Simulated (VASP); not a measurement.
# ZnO (zincite) (P6_3mc) in VASP: further runs

One crystal, ZnO (zincite), is run at these levels: PBE, r2SCAN; tasks: relaxation of cell and atoms.

Everything below comes from runs of VASP 6.6.1. Logs are shortened: lines on timing, memory, paths and dates and some standing lists are left out, and cuts for length are marked.

## (1) The crystal as given

Symmetry: P6_3mc, No. 186, hexagonal system. The conventional cell has a = 3.249 Å, b = 3.249 Å, c = 5.206 Å, α = 90.00°, β = 90.00°, γ = 120.00°. Zn (site symmetry 3m) has 4 O at 1.97 to 1.98 Å as nearest neighbours. Around O (site symmetry 3m) lie 4 Zn at 1.97 to 1.98 Å.

## (2) Relaxation of cell and atoms, PBE

File INCAR:

```
  ALGO = Normal
  EDIFF = 1E-6
  EDIFFG = -0.01
  ENCUT = 600
  GGA = PE
  IBRION = 2
  ISIF = 3
  ISMEAR = 0
  KPAR = 2
  LASPH = T
  LCHARG = F
  LREAL = F
  LWAVE = F
  NELM = 80
  NSW = 90
  PREC = Accurate
  SIGMA = 0.03
```

File KPOINTS:

```
k-points
0
Gamma
  9 9 5
```

File POSCAR:

```
ZnO
1.0
    3.2493080000      0.0000000000      0.0000000000
   -1.6246540000      2.8139832727      0.0000000000
    0.0000000000      0.0000000000      5.2057090000
Zn O
2 2
Direct
    0.3333333333      0.6666666667      0.5000000000
    0.6666666667      0.3333333333      0.0000000000
    0.6666666667      0.3333333333      0.3790100000
    0.3333333333      0.6666666667      0.8790100000
```

Potentials or basis: VASP PAW PBE potentials, release 64 (Zn, O).

Launch:

```
cat potpaw_PBE.64/Zn/POTCAR potpaw_PBE.64/O/POTCAR > POTCAR
mpirun -np 2 vasp_std > vasp.out
```

OUTCAR:

```text
EDIFF = 1E-6
   EDIFFG = -0.01
   ENCUT = 600
   GGA = PE
   IBRION = 2
   ISIF = 3
   ISMEAR = 0
   LASPH = T
   LREAL = F
   NELM = 80
   NSW = 90
   PREC = Accurate

 ion  position               nearest neighbor table
   1  0.333  0.667  0.500-   4 1.97   3 1.98   3 1.98   3 1.98
   2  0.667  0.333  0.000-   3 1.97   4 1.98   4 1.98   4 1.98
   3  0.667  0.333  0.379-   2 1.97   1 1.98   1 1.98   1 1.98
   4  0.333  0.667  0.879-   1 1.97   2 1.98   2 1.98   2 1.98

  LATTYP: Found a hexagonal cell.
 ALAT       =     3.2493080000
 C/A-ratio  =     1.6020977390

  Lattice vectors:

 A1 = (   3.2493080000,   0.0000000000,   0.0000000000)
 A2 = (  -1.6246540000,   2.8139832727,   0.0000000000)
 A3 = (   0.0000000000,   0.0000000000,   5.2057090000)

Analysis of symmetry for initial positions (statically):
=====================================================================
 Subroutine PRICEL returns:
 Original cell was already a primitive cell.

 Routine SETGRP: Setting up the symmetry group for a
 hexagonal supercell.

 Subroutine GETGRP returns: Found 12 space group operations
 (whereof  6 operations were pure point group operations)
 out of a pool of 24 trial point group operations.

The static configuration has the point symmetry C_3v.
 The point group associated with its full space group is C_6v.

Analysis of symmetry for dynamics (positions and initial velocities):
=====================================================================
 Subroutine PRICEL returns:
 Original cell was already a primitive cell.

 Routine SETGRP: Setting up the symmetry group for a
 hexagonal supercell.

 Subroutine GETGRP returns: Found 12 space group operations
 (whereof  6 operations were pure point group operations)
 out of a pool of 24 trial point group operations.

The dynamic configuration has the point symmetry C_3v.
 The point group associated with its full space group is C_6v.

 Subroutine INISYM returns: Found 12 space group operations
 (whereof  6 operations are pure point group operations),
 and found     1 'primitive' translations

----------------------------------------------------------------------------------------

                                     Primitive cell

  volume of cell :      47.5984

  direct lattice vectors                    reciprocal lattice vectors
     3.249308000  0.000000000  0.000000000     0.307757836  0.177684070  0.000000000
    -1.624654000  2.813983273  0.000000000     0.000000000  0.355368139  0.000000000
     0.000000000  0.000000000  5.205709000     0.000000000  0.000000000  0.192096792

  length of vectors
     3.249308000  3.249308000  5.205709000     0.355368139  0.355368139  0.192096792

  position of ions in fractional coordinates (direct lattice)
     0.333333333  0.666666667  0.500000000
     0.666666667  0.333333333  0.000000000
     0.666666667  0.333333333  0.379010000
     0.333333333  0.666666667  0.879010000

  ion indices of the primitive-cell ions
   primitive index   ion index
                 1           1
                 2           2
                 3           3
                 4           4

----------------------------------------------------------------------------------------

 KPOINTS: k-points

Automatic generation of k-mesh.
 Grid dimensions read from file:
 generate k-points for:    9    9    5

 Generating k-lattice:

  Cartesian coordinates                     Fractional coordinates (reciprocal lattice)
     0.034195315  0.019742674  0.000000000     0.111111111  0.000000000  0.000000000
     0.000000000  0.039485349  0.000000000     0.000000000  0.111111111  0.000000000
     0.000000000  0.000000000  0.038419358     0.000000000  0.000000000  0.200000000

  Length of vectors
     0.039485349  0.039485349  0.038419358

  Shift w.r.t. Gamma in fractional coordinates (k-lattice)
     0.000000000  0.000000000  0.000000000

 Subroutine IBZKPT returns following result:
 ===========================================

 Found     36 irreducible k-points:

 Following reciprocal coordinates:
            Coordinates               Weight
  0.000000  0.000000  0.000000      1.000000
  0.111111  0.000000  0.000000      6.000000
  0.222222  0.000000  0.000000      6.000000
  0.333333  0.000000  0.000000      6.000000
  0.444444  0.000000  0.000000      6.000000
  0.111111  0.111111  0.000000      6.000000
[... 16 lines left out ...]
  0.333333  0.222222  0.200000     24.000000
  0.333333  0.333333  0.200000      4.000000
 [... further k-points ...]
   k-points           NKPTS =     36   k-points in BZ     NKDIM =     36   number of bands    NBANDS=     22
   number of dos      NEDOS =    301   number of ions     NIONS =      4
   total plane-waves  NPLWV =  32928
   dimension x,y,z NGX =    28 NGY =   28 NGZ =   42
   dimension x,y,z NGXF=    56 NGYF=   56 NGZF=   84
   ions per type =               2   2
   NGX,Y,Z   is equivalent  to a cutoff of  14.33, 14.33, 13.41 a.u.
   NGXF,Y,Z  is equivalent  to a cutoff of  28.65, 28.65, 26.83 a.u.
 SYSTEM =  unknown system
   PREC   = accura    normal or accurate (medium, high low for compatibility)
   ISTART =      0    job   : 0-new  1-cont  2-samecut
   ICHARG =      2    charge: 1-file 2-atom 10-const
   ISPIN  =      1    spin polarized calculation?
   LNONCOLLINEAR =      F non collinear calculations
   LSORBIT =      F    spin-orbit coupling
   LASPH  =      T    aspherical Exc in radial PAW
   ENCUT  =  600.0 eV  44.10 Ry    6.64 a.u.   6.49  6.49 10.40*2*pi/ulx,y,z
   NELM   =     80;   NELMIN=  2; NELMDL= -5     # of ELM steps
   EDIFF  = 0.1E-05   stopping-criterion for ELM
   LREAL  =      F    real-space projection
   EDIFFG = -.1E-01   stopping-criterion for IOM
   NSW    =     90    number of steps for IOM
   IBRION =      2    ionic relax: 0-MD 1-quasi-New 2-CG
   NFREE  =      1    steps in history (QN), initial steepest desc. (CG)
   ISIF   =      3    stress and relaxation
   ISYM   =      2    0-nonsym 1-usesym 2-fastsym
   POTIM  = 0.5000    time-step for ionic-motion
   TEBEG  =    0.0;   TEEND  =   0.0 temperature during run
   PSTRESS=    0.0 pullay stress
   NELECT =      36.0000    total number of electrons
   NUPDOWN=      -1.0000    fix difference up-down
   EMIN   =  10.00;   EMAX   =-10.00  energy-range for DOS
   EFERMI =   0.00;   METHOD = LEGACY
   ISMEAR =     0;   SIGMA  =   0.03  broadening in eV -4-tet -1-fermi 0-gaus
   EFERMI_NEDOS =   21; number of points for ismear=-14 and -15
   IALGO  =     38    algorithm
   IMIX   =      4    mixing-type and parameters
     AMIX     =   0.40;   BMIX     =  1.00
     AMIX_MAG =   1.60;   BMIX_MAG =  1.00
  volume/ion in A,a.u.               =      11.90        80.30
  Fermi-wavevector in a.u.,A,eV,Ry     =   1.491574  2.818667 30.270160  2.224794
  Thomas-Fermi vector in A             =   2.604212
   LORBIT       =      0    0 simple, 1 ext, 2 COOP (PROOUT), +10 PAW based schemes
   GGA     = PE    functional components
   LHFCALC =     F    Hartree Fock is set to
   AEXX    =    0.0000 exact exchange contribution
   IVDW    =     0    specifies the selected vdW correction
   LEPSILON=     F    determine dielectric tensor
   LRPA    =     F    only Hartree local field effects (RPA)
 conjugate gradient relaxation of ions
 non-spin polarized calculation
 Gauss-broadening in eV      SIGMA  =   0.03
  energy-cutoff  :      600.00
  volume of cell :       47.60
 maximum number of plane-waves:      1605
 NGX is ok and might be reduce to    28
   NGX = 13   NGY = 13   NGZ = 21

--------------------------------------- Ionic step        1  -------------------------------------------

 number of electron      36.0000008 magnetization

 Free energy of the ion-electron system (eV)
  ---------------------------------------------------
  ext. energy  EPLUGINS =         0.00000000
  ---------------------------------------------------
  free energy    TOTEN  =       -17.82623968 eV

  energy without entropy =      -17.82623968  energy(sigma->0) =      -17.82623968

------------------------ aborting loop because EDIFF is reached ----------------------------------------

  FORCE on cell =-STRESS in cart. coord.  units (eV):
  Direction    XX          YY          ZZ          XY          YZ          ZX
  --------------------------------------------------------------------------------------
  -------------------------------------------------------------------------------------
  Total        1.5587828      1.5587828      2.0807920      0.0000000      0.0000000      0.0000000
  in kB       52.4691342     52.4691342     70.0401337      0.0000000      0.0000000      0.0000000
  external PRESSURE =      58.3261340 kB  Pullay stress =       0.0000000 kB
[... 95 lines left out ...]
  FREE ENERGIE OF THE ION-ELECTRON SYSTEM (eV)
  ---------------------------------------------------
  free  energy   TOTEN  =       -17.8619021648 eV

  energy  without entropy=      -17.8619021648  energy(sigma->0) =      -17.86190216

[... ionic steps 4 to 11 ...]

--------------------------------------- Ionic step       12  -------------------------------------------

 number of electron      36.0000014 magnetization

------------------------ aborting loop because EDIFF is reached ----------------------------------------

  FORCE on cell =-STRESS in cart. coord.  units (eV):
  Direction    XX          YY          ZZ          XY          YZ          ZX
  --------------------------------------------------------------------------------------
  -------------------------------------------------------------------------------------
  Total        0.0412335      0.0412335      0.0329340      0.0000000      0.0000000      0.0000000
  in kB        1.3330403      1.3330403      1.0647249      0.0000000      0.0000000      0.0000000
  external PRESSURE =       1.2436018 kB  Pullay stress =       0.0000000 kB
[... 61 lines left out ...]
  energy  without entropy=      -17.8619918308  energy(sigma->0) =      -17.86199183

--------------------------------------- Ionic step       14  -------------------------------------------

 number of electron      36.0000014 magnetization

 Free energy of the ion-electron system (eV)
  ---------------------------------------------------
  ext. energy  EPLUGINS =         0.00000000
  ---------------------------------------------------
  free energy    TOTEN  =       -17.86201493 eV

  energy without entropy =      -17.86201493  energy(sigma->0) =      -17.86201493

 E-fermi :   1.0008     XC(G=0): -10.6967

 val. band max:        0.8466082994   @ k =   0.0000   0.0000   0.0000
 cond. band min:       1.5681308682   @ k =   0.0000   0.0000   0.0000
 fundamental gap:      0.7215225688
 Fermi energy:         1.0008164101

 k-point     1 :       0.0000    0.0000    0.0000
  band No.  band energies     occupation
      1     -16.9296      2.00000
      2     -16.2693      2.00000
      3      -4.6669      2.00000
      4      -4.6669      2.00000
      5      -4.6244      2.00000
      6      -4.4914      2.00000
[... 574 lines left out ...]
      6      -4.0961      2.00000
[... 14 lines left out ...]
     21       8.5855      0.00000
     22       8.8913      0.00000

 [... further k-points ...]

------------------------ aborting loop because EDIFF is reached ----------------------------------------

  FORCE on cell =-STRESS in cart. coord.  units (eV):
  Direction    XX          YY          ZZ          XY          YZ          ZX
  --------------------------------------------------------------------------------------
  -------------------------------------------------------------------------------------
  Total        0.0130907      0.0130907      0.0292770      0.0000000      0.0000000      0.0000000
  in kB        0.4231085      0.4231085      0.9462721      0.0000000      0.0000000      0.0000000
  external PRESSURE =       0.5974963 kB  Pullay stress =       0.0000000 kB
[... 19 lines left out ...]
  FREE ENERGIE OF THE ION-ELECTRON SYSTEM (eV)
  ---------------------------------------------------
  free  energy   TOTEN  =       -17.8620149278 eV

  energy  without entropy=      -17.8620149278  energy(sigma->0) =      -17.86201493

 reached required accuracy - stopping structural energy minimisation
```

It took 75 s on 2 MPI ranks of Intel Xeon 6975P-C (Granite Rapids), shared host; peak memory 0.19 GiB.

What came out:

| Item | Value |
| --- | --- |
| Free energy | -17.8620 eV |
| Relaxed volume | 12.39 Å³/atom |
| Relaxed cell | a = 3.286 Å, b = 3.286 Å, c = 5.300 Å, α = 90.00°, β = 90.00°, γ = 120.00° |
| Space group after relaxing (to 0.05 Å) | P6_3mc (No. 186) |
| Energy gained by relaxing | 8.9 meV/atom |
| Ionic steps | 14 |
| Pressure after relaxing | 0.1 GPa |
| Band gap on the k mesh | 0.72 eV, direct |

Forces on the atoms (eV/Å):
```
Zn   0.000  0.000  0.003
Zn   0.000  0.000  0.003
O    0.000  0.000 -0.003
O    0.000  0.000 -0.003
```

The path:
| step | energy change (eV) | largest force (eV/Å) | pressure (GPa) | volume (Å³) |
| --- | --- | --- | --- | --- |
| 1 | 0.0000 | 0.0741 | 5.83 | 47.60 |
| 2 | -0.0270 | 0.0268 | -2.61 | 50.64 |
| 3 | -0.0357 | 0.0011 | -0.01 | 49.59 |
| 4 | -0.0357 | 0.0022 | -0.06 | 49.63 |
| 5 | -0.0357 | 0.0108 | -0.01 | 49.62 |
| 6 | -0.0357 | 0.0152 | -0.10 | 49.62 |
| 7 | -0.0358 | 0.0116 | -0.01 | 49.57 |
| 8 | -0.0357 | 0.0100 | 0.08 | 49.54 |
| 9 | -0.0357 | 0.0103 | 0.14 | 49.54 |
| 10 | -0.0358 | 0.0109 | 0.11 | 49.56 |
| 11 | -0.0358 | 0.0125 | 0.00 | 49.56 |
| 12 | -0.0358 | 0.0103 | 0.12 | 49.56 |
| 13 | -0.0358 | 0.0121 | 0.06 | 49.56 |
| 14 | -0.0358 | 0.0025 | 0.06 | 49.57 |

Final structure:
```yaml
crystal:
  lattice:
    - [3.28636, 0.00000, 0.00000]
    - [-1.64318, 2.84607, 0.00000]
    - [0.00000, 0.00000, 5.29982]
  atoms:
    - { symbol: Zn, position: [0.33333, 0.66667, 0.49982] }
    - { symbol: Zn, position: [0.66667, 0.33333, 0.99982] }
    - { symbol: O, position: [0.66667, 0.33333, 0.37919] }
    - { symbol: O, position: [0.33333, 0.66667, 0.87919] }
```

A hybrid or GW would open this gap; PBE tends to underestimate it. PBE usually gives volumes a little too large and moduli too small.

## (3) Relaxation of cell and atoms, PBE

This run uses another cell than the first one, of 12.39 Å³/atom, 1.041 times its volume.

INCAR, as its differences from that of step 2:

```diff
@@ -1,4 +1,4 @@
   ALGO = Normal
-  EDIFF = 1E-6
-  EDIFFG = -0.01
+  EDIFF = 1E-7
+  EDIFFG = -0.005
   ENCUT = 600
```

KPOINTS is that of step 2.

File POSCAR:

```
ZnO                                     
1.0
    3.2863600052      0.0000000000      0.0000000000
   -1.6431800026      2.8460712504     -0.0000000000
    0.0000000000      0.0000000000      5.2998172762
  Zn              O             
     2     2
Direct
     0.3333333332999970    0.6666666667000030    0.4998171833004474
     0.6666666667000030    0.3333333332999970    0.9998171833004476
     0.6666666667000030    0.3333333332999970    0.3791928166995536
     0.3333333332999970    0.6666666667000030    0.8791928166995534
```

Potentials or basis: VASP PAW PBE potentials, release 64 (Zn, O).

Launch:

```
cat potpaw_PBE.64/Zn/POTCAR potpaw_PBE.64/O/POTCAR > POTCAR
mpirun -np 2 vasp_std > vasp.out
```

Run time: 27 s. Hardware: 2 MPI ranks of Intel Xeon 6975P-C (Granite Rapids), shared host; peak memory 0.19 GiB.

The run converged. Its results:

```
Free energy                            : -17.8656 eV
Relaxed volume                         : 12.39 Å³/atom
Relaxed cell                           : a = 3.287 Å, b = 3.287 Å, c = 5.300 Å, α = 90.00°, β = 90.00°, γ = 120.00°
Space group after relaxing (to 0.05 Å) : P6_3mc (No. 186)
Energy gained by relaxing              : 0.0 meV/atom
Ionic steps                            : 3
Pressure after relaxing                : 0.0 GPa
Band gap on the k mesh                 : 0.72 eV, direct
```

Forces on the atoms (eV/Å):
```
Zn   0.000  0.000  0.003
Zn   0.000  0.000  0.003
O    0.000  0.000 -0.003
O    0.000  0.000 -0.003
```

Final structure:
```cif
data_structure
_symmetry_space_group_name_H-M 'P 1'
_symmetry_Int_Tables_number 1
_cell_length_a 3.2865
_cell_length_b 3.2865
_cell_length_c 5.3004
_cell_angle_alpha 90.000
_cell_angle_beta 90.000
_cell_angle_gamma 120.000
_cell_volume 49.58
loop_
_atom_site_label
_atom_site_type_symbol
_atom_site_fract_x
_atom_site_fract_y
_atom_site_fract_z
_atom_site_occupancy
Zn1 Zn 0.33333 0.66667 0.49983 1
Zn2 Zn 0.66667 0.33333 0.99983 1
O1 O 0.66667 0.33333 0.37918 1
O2 O 0.33333 0.66667 0.87918 1
```

Levels at points of the mesh, in eV from the valence-band top:
```tsv
k point	band 14	band 15	band 16	band 17	band 18	band 19	band 20	band 21	band 22
(0.00, 0.00, 0.00)	-0.75	-0.75	-0.08	0.00	0.00	0.72	5.07	8.06	12.69
```

(Continued in part 2 of 3.)
